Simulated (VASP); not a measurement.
Set up this calculation in VASP 6.6.1, as the native input.

```
Task                   : relaxation of cell and atoms
Functional             : r2SCAN
Potentials or basis    : VASP PAW PBE potentials, release 64 (Zn, S)
Cutoff                 : 600 eV
k mesh                 : 10 × 10 × 10
Occupations            : gaussian, width 0.02 eV
Spin                   : no spin polarisation
Further INCAR settings : ALGO = Normal; EDIFF = 1e-07; IBRION = 2; EDIFFG = -0.005; NSW = 90; ISIF = 3
```

The structure of ZnS lies in POSCAR:

```
ZnS
1.0
    0.0000000000      2.6936828800      2.6936828800
    2.6936828800      0.0000000000      2.6936828800
    2.6936828800      2.6936828800      0.0000000000
Zn S
1 1
Direct
    0.0000000000      0.0000000000      0.0000000000
    0.7500000000      0.7500000000      0.7500000000
```

The cell is a database's computed one.

One way to write it, as run:

INCAR

```
SYSTEM = ZnS
ALGO = Normal
EDIFF = 1E-7
EDIFFG = -0.005
ENCUT = 600
IBRION = 2
ISIF = 3
ISMEAR = 0
LASPH = .True.
LCHARG = .False.
LMIXTAU = .True.
LREAL = .False.
LWAVE = .False.
METAGGA = R2SCAN
NELM = 100
NSW = 90
PREC = Accurate
SIGMA = 0.02
```

KPOINTS

```
k-points
0
Gamma
  10 10 10
  0 0 0
```

Potentials or basis: VASP PAW PBE potentials, release 64 (Zn, S).

The run is started by

```bash
$ cat potpaw_PBE.64/Zn/POTCAR potpaw_PBE.64/S/POTCAR > POTCAR
$ mpirun -np 1 vasp_std > vasp.out
```

It gave:

The relaxed volume is 19.57 Å³/atom and the relaxed cell is a = 3.811 Å, b = 3.811 Å, c = 3.811 Å, α = 60.00°, β = 60.00°, γ = 60.00°. The space group after relaxing (to 0.05 Å) is F-43m (No. 216). The energy gained by relaxing is 0.0 meV/atom. The ionic steps are 2. The pressure after relaxing is 0.0 GPa and the band gap on the k mesh is 2.71 eV, direct.

Caveat: the PAW data sets were made with another functional, which shifts forces and pressure a little.

It took 3.1 min on 1 thread of Intel(R) Xeon(R) Platinum 8259CL CPU @ 2.50GHz (Skylake/Cascade Lake), on a shared host, peak memory 0.19 GiB.
